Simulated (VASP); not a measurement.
# GaP (F-43m) in VASP: notebook

Runs on GaP. Level: PBEsol. Tasks: relaxation of cell and atoms.

Everything below comes from runs of VASP 6.6.1. Logs are shortened: lines on timing, memory, paths and dates and some standing lists are left out, and cuts for length are marked.

**1. Starting point**

The structure is cubic, space group F-43m (No. 216). Conventional cell: a = 5.451 Å, b = 5.451 Å, c = 5.451 Å, α = 90.00°, β = 90.00°, γ = 90.00°. Ga (site symmetry -43m) is surrounded by 4 P at 2.36 Å. Around P (site symmetry -43m) lie 4 Ga at 2.36 Å.

**2. Relaxation of cell and atoms, PBEsol**

INCAR reads:

```
SYSTEM = GaP
PREC     = Accurate       ! precision mode
ENCUT    = 600            ! plane-wave cutoff, eV
EDIFF    = 1E-6           ! SCF threshold, eV
ISMEAR   = 0              ! smearing method
SIGMA    = 0.03           ! smearing width, eV
LREAL    = .FALSE.        ! projectors in reciprocal space
LASPH    = .TRUE.         ! aspherical terms in the spheres
NELM     = 80             ! most SCF steps
ALGO     = Normal         ! electronic algorithm
ISIF     = 3              ! what is computed and relaxed
LWAVE    = .FALSE.        ! write WAVECAR
LCHARG   = .FALSE.        ! write CHGCAR
GGA      = PS             ! functional
IBRION   = 2              ! ionic algorithm
NSW      = 90             ! ionic steps
EDIFFG   = -0.01          ! ionic threshold
```

KPOINTS reads:

```
regular mesh
0
G
  8 8 8
  0 0 0
```

POSCAR reads:

```
GaP
1.0
    0.0000000000      2.7252500000      2.7252500000
    2.7252500000      0.0000000000      2.7252500000
    2.7252500000      2.7252500000      0.0000000000
Ga P
1 1
Direct
    0.0000000000      0.0000000000      0.0000000000
    0.2500000000      0.2500000000      0.2500000000
```

Potentials or basis: VASP PAW PBE potentials, release 64 (Ga_d, P).

Launch:

```console
$ cat potpaw_PBE.64/Ga_d/POTCAR potpaw_PBE.64/P/POTCAR > POTCAR
$ mpirun -np 1 vasp_std > vasp.out
```

OUTCAR:

```text
SYSTEM = GaP
   PREC = Accurate
   ENCUT = 600
   EDIFF = 1E-6
   ISMEAR = 0
   LREAL = .FALSE.
   LASPH = .TRUE.
   NELM = 80
   ISIF = 3
   GGA = PS
   IBRION = 2
   NSW = 90
   EDIFFG = -0.01

 ion  position               nearest neighbor table
   1  0.000  0.000  0.000-   2 2.36   2 2.36   2 2.36   2 2.36
   2  0.250  0.250  0.250-   1 2.36   1 2.36   1 2.36   1 2.36

  LATTYP: Found a face centered cubic cell.
 ALAT       =     5.4505000000

  Lattice vectors:

 A1 = (   0.0000000000,   2.7252500000,   2.7252500000)
 A2 = (   2.7252500000,   0.0000000000,   2.7252500000)
 A3 = (   2.7252500000,   2.7252500000,   0.0000000000)

Analysis of symmetry for initial positions (statically):
=====================================================================
 Subroutine PRICEL returns:
 Original cell was already a primitive cell.

 Routine SETGRP: Setting up the symmetry group for a
 face centered cubic supercell.

 Subroutine GETGRP returns: Found 24 space group operations
 (whereof 24 operations were pure point group operations)
 out of a pool of 48 trial point group operations.

The static configuration has the point symmetry T_d .

Analysis of symmetry for dynamics (positions and initial velocities):
=====================================================================
 Subroutine PRICEL returns:
 Original cell was already a primitive cell.

 Routine SETGRP: Setting up the symmetry group for a
 face centered cubic supercell.

 Subroutine GETGRP returns: Found 24 space group operations
 (whereof 24 operations were pure point group operations)
 out of a pool of 48 trial point group operations.

The dynamic configuration has the point symmetry T_d .

 Subroutine INISYM returns: Found 24 space group operations
 (whereof 24 operations are pure point group operations),
 and found     1 'primitive' translations

----------------------------------------------------------------------------------------

                                     Primitive cell

  volume of cell :      40.4808

  direct lattice vectors                    reciprocal lattice vectors
     0.000000000  2.725250000  2.725250000    -0.183469406  0.183469406  0.183469406
     2.725250000  0.000000000  2.725250000     0.183469406 -0.183469406  0.183469406
     2.725250000  2.725250000  0.000000000     0.183469406  0.183469406 -0.183469406

  length of vectors
     3.854085511  3.854085511  3.854085511     0.317778334  0.317778334  0.317778334

  position of ions in fractional coordinates (direct lattice)
     0.000000000  0.000000000  0.000000000
     0.250000000  0.250000000  0.250000000

  ion indices of the primitive-cell ions
   primitive index   ion index
                 1           1
                 2           2

----------------------------------------------------------------------------------------

 KPOINTS: regular mesh

Automatic generation of k-mesh.
 Grid dimensions read from file:
 generate k-points for:    8    8    8

 Generating k-lattice:

  Cartesian coordinates                     Fractional coordinates (reciprocal lattice)
    -0.022933676  0.022933676  0.022933676     0.125000000  0.000000000  0.000000000
     0.022933676 -0.022933676  0.022933676     0.000000000  0.125000000  0.000000000
     0.022933676  0.022933676 -0.022933676     0.000000000  0.000000000  0.125000000

  Length of vectors
     0.039722292  0.039722292  0.039722292

  Shift w.r.t. Gamma in fractional coordinates (k-lattice)
     0.000000000  0.000000000  0.000000000

 Subroutine IBZKPT returns following result:
 ===========================================

 Found     29 irreducible k-points:

 Following reciprocal coordinates:
            Coordinates               Weight
  0.000000  0.000000  0.000000      1.000000
  0.125000  0.000000  0.000000      8.000000
  0.250000  0.000000  0.000000      8.000000
  0.375000  0.000000  0.000000      8.000000
  0.500000  0.000000  0.000000      4.000000
  0.125000  0.125000  0.000000      6.000000
[... 16 lines left out ...]
  0.500000  0.250000  0.125000     48.000000
 -0.375000  0.250000  0.125000     24.000000
 [... further k-points ...]
   k-points           NKPTS =     29   k-points in BZ     NKDIM =     29   number of bands    NBANDS=     13
   number of dos      NEDOS =    301   number of ions     NIONS =      2
   total plane-waves  NPLWV =  32768
   dimension x,y,z NGX =    32 NGY =   32 NGZ =   32
   dimension x,y,z NGXF=    64 NGYF=   64 NGZF=   64
   ions per type =               1   1
   NGX,Y,Z   is equivalent  to a cutoff of  13.80, 13.80, 13.80 a.u.
   NGXF,Y,Z  is equivalent  to a cutoff of  27.61, 27.61, 27.61 a.u.
 SYSTEM =  GaP
   PREC   = accura    normal or accurate (medium, high low for compatibility)
   ISTART =      0    job   : 0-new  1-cont  2-samecut
   ICHARG =      2    charge: 1-file 2-atom 10-const
   ISPIN  =      1    spin polarized calculation?
   LNONCOLLINEAR =      F non collinear calculations
   LSORBIT =      F    spin-orbit coupling
   LASPH  =      T    aspherical Exc in radial PAW
   ENCUT  =  600.0 eV  44.10 Ry    6.64 a.u.   7.70  7.70  7.70*2*pi/ulx,y,z
   NELM   =     80;   NELMIN=  2; NELMDL= -5     # of ELM steps
   EDIFF  = 0.1E-05   stopping-criterion for ELM
   LREAL  =      F    real-space projection
   EDIFFG = -.1E-01   stopping-criterion for IOM
   NSW    =     90    number of steps for IOM
   IBRION =      2    ionic relax: 0-MD 1-quasi-New 2-CG
   NFREE  =      1    steps in history (QN), initial steepest desc. (CG)
   ISIF   =      3    stress and relaxation
   ISYM   =      2    0-nonsym 1-usesym 2-fastsym
   POTIM  = 0.5000    time-step for ionic-motion
   TEBEG  =    0.0;   TEEND  =   0.0 temperature during run
   PSTRESS=    0.0 pullay stress
   NELECT =      18.0000    total number of electrons
   NUPDOWN=      -1.0000    fix difference up-down
   EMIN   =  10.00;   EMAX   =-10.00  energy-range for DOS
   EFERMI =   0.00;   METHOD = LEGACY
   ISMEAR =     0;   SIGMA  =   0.03  broadening in eV -4-tet -1-fermi 0-gaus
   EFERMI_NEDOS =   21; number of points for ismear=-14 and -15
   IALGO  =     38    algorithm
   IMIX   =      4    mixing-type and parameters
     AMIX     =   0.40;   BMIX     =  1.00
     AMIX_MAG =   1.60;   BMIX_MAG =  1.00
  volume/ion in A,a.u.               =      20.24       136.59
  Fermi-wavevector in a.u.,A,eV,Ry     =   1.249538  2.361284 21.243377  1.561344
  Thomas-Fermi vector in A             =   2.383574
   LORBIT       =      0    0 simple, 1 ext, 2 COOP (PROOUT), +10 PAW based schemes
   GGA     = PS    functional components
   LHFCALC =     F    Hartree Fock is set to
   AEXX    =    0.0000 exact exchange contribution
   IVDW    =     0    specifies the selected vdW correction
   LEPSILON=     F    determine dielectric tensor
   LRPA    =     F    only Hartree local field effects (RPA)
 conjugate gradient relaxation of ions
 non-spin polarized calculation
 Gauss-broadening in eV      SIGMA  =   0.03
  energy-cutoff  :      600.00
  volume of cell :       40.48
 maximum number of plane-waves:      1365
   NGX = 15   NGY = 15   NGZ = 15

--------------------------------------- Ionic step        1  -------------------------------------------

 number of electron      18.0000003 magnetization

 Free energy of the ion-electron system (eV)
  ---------------------------------------------------
  ext. energy  EPLUGINS =         0.00000000
  ---------------------------------------------------
  free energy    TOTEN  =        -9.92055553 eV

  energy without entropy =       -9.92055553  energy(sigma->0) =       -9.92055553

------------------------ aborting loop because EDIFF is reached ----------------------------------------

  FORCE on cell =-STRESS in cart. coord.  units (eV):
  Direction    XX          YY          ZZ          XY          YZ          ZX
  --------------------------------------------------------------------------------------
  -------------------------------------------------------------------------------------
  Total       -0.1619797     -0.1619797     -0.1619797     -0.0000000      0.0000000     -0.0000000
  in kB       -6.4109470     -6.4109470     -6.4109470     -0.0000000      0.0000000     -0.0000000
  external PRESSURE =      -6.4109470 kB  Pullay stress =       0.0000000 kB
[... 57 lines left out ...]
  energy  without entropy=       -9.9209680999  energy(sigma->0) =       -9.92096810

--------------------------------------- Ionic step        3  -------------------------------------------

 number of electron      18.0000006 magnetization

 Free energy of the ion-electron system (eV)
  ---------------------------------------------------
  ext. energy  EPLUGINS =         0.00000000
  ---------------------------------------------------
  free energy    TOTEN  =        -9.92115721 eV

  energy without entropy =       -9.92115721  energy(sigma->0) =       -9.92115721

 E-fermi :   4.8414     XC(G=0): -10.0553

 val. band max:        4.6457692664   @ k =   0.0000   0.0000   0.0000
 cond. band min:       6.1468775506   @ k =   0.5000   0.5000   0.0000
 fundamental gap:      1.5011082842
 Fermi energy:         4.8414271967

 k-point     1 :       0.0000    0.0000    0.0000
  band No.  band energies     occupation
      1      -9.9088      2.00000
      2      -9.9088      2.00000
      3      -9.9088      2.00000
      4      -9.8057      2.00000
      5      -9.8057      2.00000
      6      -7.9354      2.00000
      7       4.6458      2.00000
      8       4.6458      2.00000
      9       4.6458      2.00000
     10       6.4582      0.00000
     11       8.4705      0.00000
     12       8.4705      0.00000
     13       8.4705      0.00000
[... 353 lines left out ...]
 k-point    24 :      -0.3750    0.2500    0.1250
  band No.  band energies     occupation
      1     -10.0000      2.00000
      2      -9.8770      2.00000
      3      -9.8643      2.00000
      4      -9.8113      2.00000
      5      -9.7982      2.00000
      6      -5.4051      2.00000
      7      -1.8637      2.00000
      8       1.3771      2.00000
      9       2.6631      2.00000
     10       8.0610      0.00000
     11       8.8339      0.00000
     12      11.0770      0.00000
     13      12.5057      0.00000

 [... further k-points ...]
[... 5 lines left out ...]
  --------------------------------------------------------------------------------------
  -------------------------------------------------------------------------------------
  Total       -0.0082516     -0.0082516     -0.0082516     -0.0000000     -0.0000000     -0.0000000
  in kB       -0.3290562     -0.3290562     -0.3290562     -0.0000000     -0.0000000     -0.0000000
  external PRESSURE =      -0.3290562 kB  Pullay stress =       0.0000000 kB
[... 17 lines left out ...]
  FREE ENERGIE OF THE ION-ELECTRON SYSTEM (eV)
  ---------------------------------------------------
  free  energy   TOTEN  =        -9.9211572072 eV

  energy  without entropy=       -9.9211572072  energy(sigma->0) =       -9.92115721

 reached required accuracy - stopping structural energy minimisation
```

It took 18 s on 1 thread of Intel Xeon Platinum 8488C (Sapphire Rapids), shared host; peak memory 0.19 GiB.

Results:

* Free energy: -9.9212 eV
* Relaxed volume: 20.09 Å³/atom
* Relaxed cell: a = 3.844 Å, b = 3.844 Å, c = 3.844 Å, α = 60.00°, β = 60.00°, γ = 60.00°
* Space group after relaxing (to 0.05 Å): F-43m (No. 216)
* Energy gained by relaxing: 0.3 meV/atom
* Ionic steps: 3
* Pressure after relaxing: 0.0 GPa
* Band gap on the k mesh: 1.50 eV, indirect (least direct gap 1.81 eV)

The path:
```csv
step,energy change (eV),largest force (eV/Å),pressure (GPa),volume (Å³)
1,0.0000,0.0000,-0.64,40.48
2,-0.0004,0.0000,0.43,40.01
3,-0.0006,0.0000,-0.03,40.18
```

Final structure:
```xyz
2
Lattice="0.0000 2.7184 2.7184 2.7184 0.0000 2.7184 2.7184 2.7184 0.0000" Properties=species:S:1:pos:R:3 pbc="T T T"
Ga    0.0000    0.0000    0.0000
P     1.3592    1.3592    1.3592
```

Caveat: the PAW data sets were made with another functional, which shifts forces and pressure a little. A k mesh can miss the band edges.

**3. Relaxation of cell and atoms, PBEsol**

This run uses another cell than the first one, of 20.09 Å³/atom, 0.992 times its volume.

Edit INCAR of step 2 so:

```diff
@@ -3,3 +3,3 @@
 ENCUT    = 600            ! plane-wave cutoff, eV
-EDIFF    = 1E-6           ! SCF threshold, eV
+EDIFF    = 1E-7           ! SCF threshold, eV
 ISMEAR   = 0              ! smearing method
@@ -16,2 +16,2 @@
 NSW      = 90             ! ionic steps
-EDIFFG   = -0.01          ! ionic threshold
+EDIFFG   = -0.005         ! ionic threshold
```

KPOINTS is that of step 2.

POSCAR reads:

```
GaP                                     
1.0
   -0.0000000000      2.7184163015      2.7184163015
    2.7184163015      0.0000000000      2.7184163015
    2.7184163015      2.7184163015     -0.0000000000
  Ga              P             
     1     1
Direct
     0.0000000000000000    0.0000000000000000    0.0000000000000000
     0.2500000000000000    0.2500000000000000    0.2500000000000000
```

Potentials or basis: VASP PAW PBE potentials, release 64 (Ga_d, P).

Launch:

```console
$ cat potpaw_PBE.64/Ga_d/POTCAR potpaw_PBE.64/P/POTCAR > POTCAR
$ mpirun -np 1 vasp_std > vasp.out
```

Run time: 10 s. Hardware: 1 thread of Intel Xeon Platinum 8488C (Sapphire Rapids), shared host; peak memory 0.18 GiB.

It converged, with:

- Free energy: -9.9211 eV
- Pressure after relaxing: 0.0 GPa
- Band gap on the k mesh: 1.50 eV, indirect (least direct gap 1.81 eV)

Final structure:
```
CELL_PARAMETERS angstrom
0.00000 2.71842 2.71842
2.71842 0.00000 2.71842
2.71842 2.71842 0.00000
ATOMIC_POSITIONS crystal
Ga 0.00000 0.00000 0.00000
P 0.25000 0.25000 0.25000
```

Levels at points of the mesh, in eV from the valence-band top:
```csv
k point,band 5,band 6,band 7,band 8,band 9,band 10,band 11,band 12,band 13
"(0.00, 0.00, 0.00)",-14.45,-12.58,0.00,0.00,0.00,1.81,3.82,3.82,3.82
"(0.50, 0.00, 0.00)",-14.44,-10.47,-6.74,-1.14,-1.14,1.61,4.65,4.65,8.10
"(0.50, 0.50, 0.00)",-14.43,-9.54,-6.84,-2.74,-2.74,1.50,1.71,10.61,10.61
```

Caveat: the relaxation stopped at its first step, so nothing moved; the PAW data sets were made with another functional, which shifts forces and pressure a little.
